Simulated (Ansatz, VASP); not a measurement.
# Cu in VASP and in Ansatz

```
Cu
1.0
     0.00000    1.94588    1.94588
     1.94588    0.00000    1.94588
     1.94588    1.94588    0.00000
Cu
1
Direct
  0.00000 0.00000 0.00000
```

Alike in both runs: task single point; functional PBE; k mesh 8 × 8 × 8; occupations gaussian, width 0.1 eV; no spin polarisation.

|  | VASP | Ansatz |
| --- | --- | --- |
| version | VASP 6.6.1 | Ansatz 0.2.0 |
| potentials or method | VASP PAW PBE potentials, release 64 (Cu) | scalar-relativistic, plane waves, PAW |
| plane-wave cutoff (eV) | 520 | 420 |
| valence electrons in the cell | 11 | 19 |

```tsv
	VASP	Ansatz	Ansatz less VASP
gap on the k mesh at the Fermi level (eV)	none	none	-
pressure (GPa)	-16.3	-16.9	-0.67
```

A gap of «none» marks a metal or a gap that the smearing closes. With one functional, cell and mesh, what is left measures potentials, basis and numerics. The two sets of potentials don't hold the same shells in valence.

Caveats: so large a pressure means that the cell lies far from this level's equilibrium, or that cutoff or potentials fall short (VASP).
